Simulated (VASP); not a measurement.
# W (Fm-3m) in VASP: settings compared

One crystal, W, is run at these levels: optB88-vdW, vdW-DF-cx, rev-vdW-DF2, PBE; tasks: relaxation of cell and atoms, single point.

All numbers are computed with VASP 6.6.1; they aren't measurements. Logs are shortened: lines on timing, memory, paths and dates and some standing lists are left out, and cuts for length are marked.

## Step 1: The crystal as given

The structure is cubic, space group Fm-3m (No. 225). The conventional cell has a = 4.060 Å, b = 4.060 Å, c = 4.060 Å, α = 90.00°, β = 90.00°, γ = 90.00°. W (site symmetry m-3m) is surrounded by 12 W at 2.87 Å.

This isn't the form of W at room conditions, which is bcc.

## Step 2: Relaxation of cell and atoms, optB88-vdW

INCAR reads:

```
SYSTEM = W
  AGGAC = 0.0
  ALGO = Normal
  EDIFF = 1E-7
  EDIFFG = -0.01
  ENCUT = 600
  GGA = BO
  IBRION = 2
  ISIF = 3
  ISMEAR = -1
  LASPH = .True.
  LCHARG = .False.
  LREAL = .False.
  LUSE_VDW = .True.
  LWAVE = .False.
  NELM = 100
  NSW = 60
  PARAM1 = 0.1833333333
  PARAM2 = 0.22
  PREC = Accurate
  SIGMA = 0.05
```

KPOINTS reads:

```
k-points
0
Gamma
  11 11 11
  0 0 0
```

POSCAR reads:

```
W
1.0
    0.0000000000      2.0300000000      2.0300000000
    2.0300000000      0.0000000000      2.0300000000
    2.0300000000      2.0300000000      0.0000000000
W
1
Direct
    0.0000000000      0.0000000000      0.0000000000
```

Potentials or basis: VASP PAW PBE potentials, release 64 (W_sv).

Started as:

```bash
$ cat potpaw_PBE.64/W_sv/POTCAR > POTCAR
$ mpirun -np 1 vasp_std > vasp.out
```

OUTCAR:

```text
SYSTEM = W
   EDIFF = 1E-7
   EDIFFG = -0.01
   ENCUT = 600
   GGA = BO
   IBRION = 2
   ISIF = 3
   ISMEAR = -1
   LASPH = .True.
   LREAL = .False.
   NELM = 100
   NSW = 60
   PREC = Accurate

 ion  position               nearest neighbor table
   1  0.000  0.000  0.000-

  LATTYP: Found a face centered cubic cell.
 ALAT       =     4.0600000000

  Lattice vectors:

 A1 = (   0.0000000000,   2.0300000000,   2.0300000000)
 A2 = (   2.0300000000,   0.0000000000,   2.0300000000)
 A3 = (   2.0300000000,   2.0300000000,   0.0000000000)

Analysis of symmetry for initial positions (statically):
=====================================================================
 Subroutine PRICEL returns:
 Original cell was already a primitive cell.

 Routine SETGRP: Setting up the symmetry group for a
 face centered cubic supercell.

 Subroutine GETGRP returns: Found 48 space group operations
 (whereof 48 operations were pure point group operations)
 out of a pool of 48 trial point group operations.

The static configuration has the point symmetry O_h .

Analysis of symmetry for dynamics (positions and initial velocities):
=====================================================================
 Subroutine PRICEL returns:
 Original cell was already a primitive cell.

 Routine SETGRP: Setting up the symmetry group for a
 face centered cubic supercell.

 Subroutine GETGRP returns: Found 48 space group operations
 (whereof 48 operations were pure point group operations)
 out of a pool of 48 trial point group operations.

The dynamic configuration has the point symmetry O_h .

 Subroutine INISYM returns: Found 48 space group operations
 (whereof 48 operations are pure point group operations),
 and found     1 'primitive' translations

----------------------------------------------------------------------------------------

                                     Primitive cell

  volume of cell :      16.7309

  direct lattice vectors                    reciprocal lattice vectors
     0.000000000  2.030000000  2.030000000    -0.246305419  0.246305419  0.246305419
     2.030000000  0.000000000  2.030000000     0.246305419 -0.246305419  0.246305419
     2.030000000  2.030000000  0.000000000     0.246305419  0.246305419 -0.246305419

  length of vectors
     2.870853532  2.870853532  2.870853532     0.426613499  0.426613499  0.426613499

  position of ions in fractional coordinates (direct lattice)
     0.000000000  0.000000000  0.000000000

  ion indices of the primitive-cell ions
   primitive index   ion index
                 1           1

----------------------------------------------------------------------------------------

 KPOINTS: k-points

Automatic generation of k-mesh.
 Grid dimensions read from file:
 generate k-points for:   11   11   11

 Generating k-lattice:

  Cartesian coordinates                     Fractional coordinates (reciprocal lattice)
    -0.022391402  0.022391402  0.022391402     0.090909091  0.000000000  0.000000000
     0.022391402 -0.022391402  0.022391402     0.000000000  0.090909091  0.000000000
     0.022391402  0.022391402 -0.022391402     0.000000000  0.000000000  0.090909091

  Length of vectors
     0.038783045  0.038783045  0.038783045

  Shift w.r.t. Gamma in fractional coordinates (k-lattice)
     0.000000000  0.000000000  0.000000000

 Subroutine IBZKPT returns following result:
 ===========================================

 Found     56 irreducible k-points:

 Following reciprocal coordinates:
            Coordinates               Weight
  0.000000  0.000000  0.000000      1.000000
  0.090909  0.000000  0.000000      8.000000
  0.181818  0.000000  0.000000      8.000000
  0.272727  0.000000  0.000000      8.000000
  0.363636  0.000000  0.000000      8.000000
  0.454545  0.000000  0.000000      8.000000
[... 16 lines left out ...]
 -0.272727  0.181818  0.000000     24.000000
 -0.181818  0.181818  0.000000     12.000000
 [... further k-points ...]
   k-points           NKPTS =     56   k-points in BZ     NKDIM =     56   number of bands    NBANDS=     11
   number of dos      NEDOS =    301   number of ions     NIONS =      1
   total plane-waves  NPLWV =  13824
   dimension x,y,z NGX =    24 NGY =   24 NGZ =   24
   dimension x,y,z NGXF=    48 NGYF=   48 NGZF=   48
   ions per type =               1
   NGX,Y,Z   is equivalent  to a cutoff of  13.90, 13.90, 13.90 a.u.
   NGXF,Y,Z  is equivalent  to a cutoff of  27.80, 27.80, 27.80 a.u.
 SYSTEM =  W
   PREC   = accura    normal or accurate (medium, high low for compatibility)
   ISTART =      0    job   : 0-new  1-cont  2-samecut
   ICHARG =      2    charge: 1-file 2-atom 10-const
   ISPIN  =      1    spin polarized calculation?
   LNONCOLLINEAR =      F non collinear calculations
   LSORBIT =      F    spin-orbit coupling
   LASPH  =      T    aspherical Exc in radial PAW
   ENCUT  =  600.0 eV  44.10 Ry    6.64 a.u.   5.73  5.73  5.73*2*pi/ulx,y,z
[... 46 lines left out ...]
  ---------------------------------------------------
  ext. energy  EPLUGINS =         0.00000000
  ---------------------------------------------------
  free energy    TOTEN  =        -9.17495938 eV

  energy without entropy =       -9.16625637  energy(sigma->0) =       -9.17060787

------------------------ aborting loop because EDIFF is reached ----------------------------------------

  FORCE on cell =-STRESS in cart. coord.  units (eV):
  Direction    XX          YY          ZZ          XY          YZ          ZX
  --------------------------------------------------------------------------------------
  -------------------------------------------------------------------------------------
  Total       -0.4606573     -0.4606573     -0.4606573      0.0000000      0.0000000      0.0000000
  in kB      -44.1133857    -44.1133857    -44.1133857      0.0000000      0.0000000      0.0000000
  external PRESSURE =     -44.1133857 kB  Pullay stress =       0.0000000 kB

 VOLUME and BASIS-vectors are now :
 -----------------------------------------------------------------------------
  energy-cutoff  :      600.00
  volume of cell :       16.73
      direct lattice vectors                 reciprocal lattice vectors
     0.000000000  2.030000000  2.030000000    -0.246305419  0.246305419  0.246305419
     2.030000000  0.000000000  2.030000000     0.246305419 -0.246305419  0.246305419
     2.030000000  2.030000000  0.000000000     0.246305419  0.246305419 -0.246305419
[... 81 lines left out ...]
  FREE ENERGIE OF THE ION-ELECTRON SYSTEM (eV)
  ---------------------------------------------------
  free  energy   TOTEN  =        -9.1785758844 eV

  energy  without entropy=       -9.1699961657  energy(sigma->0) =       -9.17428603

Total vdW correction in eV:      1.6438548

--------------------------------------- Ionic step        4  -------------------------------------------

 number of electron      14.0000002 magnetization

 Free energy of the ion-electron system (eV)
  ---------------------------------------------------
  ext. energy  EPLUGINS =         0.00000000
  ---------------------------------------------------
  free energy    TOTEN  =        -9.17857803 eV

  energy without entropy =       -9.17000038  energy(sigma->0) =       -9.17428920

 E-fermi :  10.3134     XC(G=0): -13.4026

 val. band max:       10.2674339701   @ k =  -0.2727   0.0909   0.0000
 cond. band min:      10.3275416771   @ k =   0.1818   0.0909   0.0000
 fundamental gap:      0.0601077070
 Fermi energy:        10.3134171410

 k-point     1 :       0.0000    0.0000    0.0000
  band No.  band energies     occupation
      1     -63.3857      2.00000
      2     -27.0138      2.00000
      3     -27.0138      2.00000
      4     -27.0138      2.00000
      5       1.4622      2.00000
      6       9.7526      1.99997
      7       9.7526      1.99997
      8       9.7526      1.99997
      9      12.8315      0.00000
     10      12.8315      0.00000
     11      23.2675      0.00000

 k-point     2 :       0.0909    0.0000    0.0000
  band No.  band energies     occupation
      1     -63.3775      2.00000
      2     -27.1093      2.00000
      3     -27.0261      2.00000
      4     -27.0261      2.00000
      5       1.8197      2.00000
      6       9.4932      2.00000
      7       9.9139      1.99932
      8       9.9139      1.99932
      9      12.6936      0.00000
     10      12.6936      0.00000
     11      23.9650      0.00000
[... 295 lines left out ...]
 k-point    24 :      -0.1818    0.1818    0.0000
  band No.  band energies     occupation
      1     -63.3166      2.00000
      2     -27.6466      2.00000
      3     -27.2803      2.00000
      4     -27.0904      2.00000
      5       4.6170      2.00000
      6       8.2613      2.00000
      7       9.6928      1.99999
      8      11.2554      0.00000
      9      11.3126      0.00000
     10      14.7737      0.00000
     11      24.7159      0.00000

 [... further k-points ...]

------------------------ aborting loop because EDIFF is reached ----------------------------------------

  FORCE on cell =-STRESS in cart. coord.  units (eV):
  Direction    XX          YY          ZZ          XY          YZ          ZX
  --------------------------------------------------------------------------------------
  -------------------------------------------------------------------------------------
  Total       -0.0007317     -0.0007317     -0.0007317     -0.0000000      0.0000000      0.0000000
  in kB       -0.0711650     -0.0711650     -0.0711650     -0.0000000      0.0000000      0.0000000
  external PRESSURE =      -0.0711650 kB  Pullay stress =       0.0000000 kB

 VOLUME and BASIS-vectors are now :
 -----------------------------------------------------------------------------
  energy-cutoff  :      600.00
  volume of cell :       16.47
      direct lattice vectors                 reciprocal lattice vectors
     0.000000000  2.019516558  2.019516558    -0.247584006  0.247584006  0.247584006
     2.019516558  0.000000000  2.019516558     0.247584006 -0.247584006  0.247584006
     2.019516558  2.019516558  0.000000000     0.247584006  0.247584006 -0.247584006

 POSITION                                       TOTAL-FORCE (eV/Angst)
 -----------------------------------------------------------------------------------
      0.00000      0.00000      0.00000         0.000000      0.000000      0.000000
 -----------------------------------------------------------------------------------
    total drift:                                0.000000      0.000000      0.000000

  FREE ENERGIE OF THE ION-ELECTRON SYSTEM (eV)
  ---------------------------------------------------
  free  energy   TOTEN  =        -9.1785780256 eV

  energy  without entropy=       -9.1700003756  energy(sigma->0) =       -9.17428920

Total vdW correction in eV:      1.6435716

 reached required accuracy - stopping structural energy minimisation
```

Run time: 61 s. Hardware: 1 thread of Intel Xeon Platinum 8488C (Sapphire Rapids), shared host; peak memory 0.26 GiB.

What came out:

```yaml
Free_energy: -9.1786 eV
Relaxed_volume: 16.47 Å³/atom
Relaxed_cell: a = 2.856 Å, b = 2.856 Å, c = 2.856 Å, α = 60.00°, β = 60.00°, γ = 60.00°
Space_group_after_relaxing_to_0.05_Å: Fm-3m (No. 225)
Energy_gained_by_relaxing: 3.6 meV/atom
Ionic_steps: 4
Pressure_after_relaxing: 0.0 GPa
Band_gap_on_the_k_mesh: none (metal or under the smearing width)
```

Step by step:
```
step  energy change (eV)  largest force (eV/Å)  pressure (GPa)  volume (Å³)
   1              0.0000                0.0000           -4.41        16.73
   2              0.0385                0.0000           16.95        15.64
   3             -0.0036                0.0000           -0.10        16.48
   4             -0.0036                0.0000           -0.01        16.47
```

Final structure:
```yaml
crystal:
  lattice:
    - [0.00000, 2.01952, 2.01952]
    - [2.01952, 0.00000, 2.01952]
    - [2.01952, 2.01952, 0.00000]
  atoms:
    - { symbol: W, position: [0.00000, 0.00000, 0.00000] }
```

Caveat: the PAW data sets were made with another functional, which shifts forces and pressure a little. Spin-orbit coupling is left out, which matters for the levels of W.

## Step 3: Relaxation of cell and atoms, vdW-DF-cx

INCAR, as its differences from that of step 2:

```diff
@@ -6,3 +6,3 @@
   ENCUT = 600
-  GGA = BO
+  GGA = CX
   IBRION = 2
@@ -17,4 +17,2 @@
   NSW = 60
-  PARAM1 = 0.1833333333
-  PARAM2 = 0.22
   PREC = Accurate
```

KPOINTS is that of step 2.

POSCAR is that of step 2.

Potentials or basis: VASP PAW PBE potentials, release 64 (W_sv).

Started as:

```bash
$ cat potpaw_PBE.64/W_sv/POTCAR > POTCAR
$ mpirun -np 1 vasp_std > vasp.out
```

Run time: 1.7 min. Hardware: 1 thread of Intel Xeon Platinum 8488C (Sapphire Rapids), shared host; peak memory 0.26 GiB.

The run converged. Its results:

| Item | Value |
| --- | --- |
| Free energy | -9.9040 eV |
| Relaxed volume | 16.10 Å³/atom |
| Relaxed cell | a = 2.834 Å, b = 2.834 Å, c = 2.834 Å, α = 60.00°, β = 60.00°, γ = 60.00° |
| Space group after relaxing (to 0.05 Å) | Fm-3m (No. 225) |
| Energy gained by relaxing | 22.7 meV/atom |
| Ionic steps | 7 |
| Pressure after relaxing | 0.0 GPa |
| Band gap on the k mesh | none (metal or under the smearing width) |

Step by step:
```tsv
step	energy change (eV)	largest force (eV/Å)	pressure (GPa)	volume (Å³)
1	0.0000	0.0000	-11.09	16.73
2	0.2827	0.0000	53.76	14.08
3	-0.0226	0.0000	-0.80	16.14
4	-0.0227	0.0000	-0.11	16.10
5	-0.0227	0.0000	0.13	16.09
6	-0.0227	0.0000	-0.36	16.12
7	-0.0227	0.0000	0.00	16.10
```

Final structure:
```xyz
1
Lattice="0.0000 2.0040 2.0040 2.0040 0.0000 2.0040 2.0040 2.0040 0.0000" Properties=species:S:1:pos:R:3 pbc="T T T"
W     0.0000    0.0000    0.0000
```

Levels at points of the mesh, in eV from the Fermi level:
| k point | band 5 | band 6 | band 7 | band 8 | band 9 | band 10 |
| --- | --- | --- | --- | --- | --- | --- |
| (0.00, 0.00, 0.00) | -9.06 | -0.57 | -0.57 | -0.57 | 2.63 | 2.63 |

Caveat: the PAW data sets were made with another functional, which shifts forces and pressure a little. The run has no spin-orbit coupling, so splittings on W are missing.

## Step 4: Relaxation of cell and atoms, rev-vdW-DF2

INCAR, as its differences from that of step 3:

```diff
@@ -6,3 +6,3 @@
   ENCUT = 600
-  GGA = CX
+  GGA = MK
   IBRION = 2
@@ -17,3 +17,6 @@
   NSW = 60
+  PARAM1 = 0.1234
+  PARAM2 = 0.711357
   PREC = Accurate
   SIGMA = 0.05
+  ZAB_VDW = -1.8867
```

KPOINTS is that of step 3.

POSCAR is that of step 3.

Started as:

```bash
$ cat potpaw_PBE.64/W_sv/POTCAR > POTCAR
$ mpirun -np 1 vasp_std > vasp.out
```

It took 66 s on 1 thread of Intel Xeon Platinum 8488C (Sapphire Rapids), shared host; peak memory 0.27 GiB.

Results (log left out):

| Quantity | Value |
| --- | --- |
| Free energy | -9.8657 eV |
| Relaxed volume | 16.27 Å³/atom |
| Relaxed cell | a = 2.844 Å, b = 2.844 Å, c = 2.844 Å, α = 60.00°, β = 60.00°, γ = 60.00° |
| Space group after relaxing (to 0.05 Å) | Fm-3m (No. 225) |
| Energy gained by relaxing | 12.0 meV/atom |
| Ionic steps | 4 |
| Pressure after relaxing | 0.0 GPa |
| Band gap on the k mesh | none (metal or under the smearing width) |

The path:
| step | energy change (eV) | largest force (eV/Å) | pressure (GPa) | volume (Å³) |
| --- | --- | --- | --- | --- |
| 1 | 0.0000 | 0.0000 | -8.05 | 16.73 |
| 2 | 0.1392 | 0.0000 | 35.08 | 14.78 |
| 3 | -0.0120 | 0.0000 | -0.41 | 16.29 |
| 4 | -0.0120 | 0.0000 | -0.05 | 16.27 |

Final structure:
```xyz
1
Lattice="0.0000 2.0111 2.0111 2.0111 0.0000 2.0111 2.0111 2.0111 0.0000" Properties=species:S:1:pos:R:3 pbc="T T T"
W     2.0111    0.0000    2.0111
```

Levels at points of the mesh, in eV from the Fermi level:
| k point | band 4 | band 5 | band 6 | band 7 | band 8 | band 9 | band 10 | band 11 |
| --- | --- | --- | --- | --- | --- | --- | --- | --- |
| (0.00, 0.00, 0.00) | -37.26 | -8.98 | -0.56 | -0.56 | -0.56 | 2.58 | 2.58 | 12.91 |

Caveat: the PAW data sets were made with another functional, which shifts forces and pressure a little.

## Step 5: Single point, PBE

INCAR reads:

```
SYSTEM = W
  ADDGRID = .FALSE.
  ALGO = Normal
  EDIFF = 1E-8
  ENCUT = 900
  GGA = PE
  ISIF = 2
  ISMEAR = 0
  LASPH = .TRUE.
  LCHARG = .FALSE.
  LREAL = .FALSE.
  LWAVE = .FALSE.
  NBANDS = 13
  NELM = 100
  PREC = Accurate
  SIGMA = 0.1
```

KPOINTS reads:

```
k-points
0
G
  17 17 17
  0 0 0
```

POSCAR is that of step 4.

Started as:

```bash
$ cat potpaw_PBE.64/W_sv/POTCAR > POTCAR
$ mpirun -np 1 vasp_std > vasp.out
```

Run time: 49 s. Hardware: 1 thread of Intel Xeon Platinum 8488C (Sapphire Rapids), shared host; peak memory 0.21 GiB.

It converged, with:

| Item | Value |
| --- | --- |
| Free energy | -12.4689 eV |
| Pressure | -4.0 GPa |
| Band gap on the k mesh | none (metal or under the smearing width) |

Levels at points of the mesh, in eV from the Fermi level:
```csv
k point,band 3,band 4,band 5,band 6,band 7,band 8,band 9,band 10,band 11,band 12
"(0.00, 0.00, 0.00)",-37.37,-37.37,-8.89,-0.53,-0.53,-0.53,2.51,2.51,12.77,17.89
```

## Step 6: Single point, PBE

INCAR, as its differences from that of step 5:

```diff
@@ -3,4 +3,4 @@
   ALGO = Normal
-  EDIFF = 1E-8
-  ENCUT = 900
+  EDIFF = 1E-7
+  ENCUT = 500
   GGA = PE
```

KPOINTS reads:

```
k-points
0
G
  12 12 12
  0 0 0
```

POSCAR is that of step 5.

Potentials or basis: VASP PAW PBE potentials, release 64 (W_sv).

Started as:

```bash
$ cat potpaw_PBE.64/W_sv/POTCAR > POTCAR
$ mpirun -np 1 vasp_std > vasp.out
```

Run time: 8.5 s. Hardware: 1 thread of Intel Xeon Platinum 8488C (Sapphire Rapids), shared host; peak memory 0.14 GiB.

The run converged, but some of its settings lie outside the range that counts as converged, so its numbers aren't taken as properties of the crystal.

What came out:

```
Free energy            : -12.4698 eV
Pressure               : -4.7 GPa
Band gap on the k mesh : none (metal or under the smearing width)
```

## Step 7: The reference run

An earlier run on the cell as given: functional PBEsol; potentials or basis VASP PAW PBE potentials, release 64 (W_sv); cutoff 520 eV; k mesh 11 × 11 × 11; occupations fermi-dirac, width 0.05 eV; no spin polarisation.

- Pressure: -12.3 GPa
- Band gap on the k mesh: none (metal or under the smearing width)

## Step 8: The runs side by side

| task | level | cell | k mesh | cutoff (eV) | smearing | ladder | gap on the mesh (eV) | pressure (GPa) | relaxed volume (Å³/atom) |
| --- | --- | --- | --- | --- | --- | --- | --- | --- | --- |
| relaxation of cell and atoms | optB88-vdW | relaxed | 11 × 11 × 11 | 600 | fermi-dirac 0.05 eV | - | none | 0.0 | 16.47 |
| relaxation of cell and atoms | vdW-DF-cx | relaxed | 11 × 11 × 11 | 600 | fermi-dirac 0.05 eV | - | none | 0.0 | 16.10 |
| relaxation of cell and atoms | rev-vdW-DF2 | relaxed | 11 × 11 × 11 | 600 | fermi-dirac 0.05 eV | - | none | 0.0 | 16.27 |
| single point | PBE | as given | 17 × 17 × 17 | 900 | gaussian 0.1 eV | - | none | -4.0 | - |
| single point | PBEsol | as given | 11 × 11 × 11 | 520 | fermi-dirac 0.05 eV | free | none | -12.3 | - |

Alike in all rows: potentials or basis VASP PAW PBE potentials, release 64 (W_sv); no spin polarisation.

Caveats: the PAW data sets were made with another functional, which shifts forces and pressure a little (some runs).

Absolute energies hang on the potentials; compare differences alone.
